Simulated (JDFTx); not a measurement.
**BN under changes of volume**

One of the cells (8.967 Å³/atom); the others are scaled copies at fixed shape and fractional positions:

```
N B
1.0
     2.49824    0.00000    0.00000
    -1.24912    2.16354    0.00000
     0.00000    0.00000    6.63570
N B
2 2
Cartesian
  1.2491 0.7212 1.6589
  0.0000 1.4424 4.9768
  1.2491 0.7212 4.9768
  0.0000 1.4424 1.6589
```

* Program: JDFTx 1.7.0 (patched build)
* Functional: PBE
* Potentials or basis: PseudoDojo-SR-PBE-0.5-standard
* Cutoff: 1143 eV
* Density cutoff: 9143 eV
* k mesh: 12 × 12 × 4
* Occupations: fermi-dirac, width 0.05 eV
* Spin: no spin polarisation

| volume (Å³/atom) | energy over the lowest point (meV/atom) | pressure (GPa) | gap on the mesh (eV) |
| --- | --- | --- | --- |
| 8.429 | 46.37 | 22.2 | 4.39 |
| 8.608 | 25.17 | 15.8 | 4.37 |
| 8.787 | 10.76 | 10.0 | 4.34 |
| 8.967 | ? | ? | ? |
| 9.146 | 0.00 | -0.1 | 4.30 |
| 9.325 | 2.62 | -4.5 | 4.27 |
| 9.505 | 9.98 | -8.6 | 4.25 |

Question: What does the run at 8.967 Å³/atom give?

Answer: Energy over the lowest point 2.55 meV/atom; pressure 4.7 GPa; gap on the mesh 4.32 eV.

Worked out: A Birch-Murnaghan fit of order 3 (a polynomial in V^(-2/3)) to the other rows has its minimum at 9.14 Å³/atom with B0 = V·E''(V) = 236 GPa and B' = 3.7 at fixed shape and positions, which overstates the stiffness. It gives 2.53 meV/atom at 8.967 Å³/atom, against the run's 2.55, and -dE/dV = 4.7 GPa, against 4.7. A straight line through the other rows of the gap, of slope -1.18 eV per unit of ln V, gives 4.32 eV, against the run's 4.32.

Energies are extrapolated to zero smearing.

Caveats: this functional lacks dispersion, which binds the layers, so the pressure and a relaxed spacing across them are unreliable.

A mesh can miss the band edges.
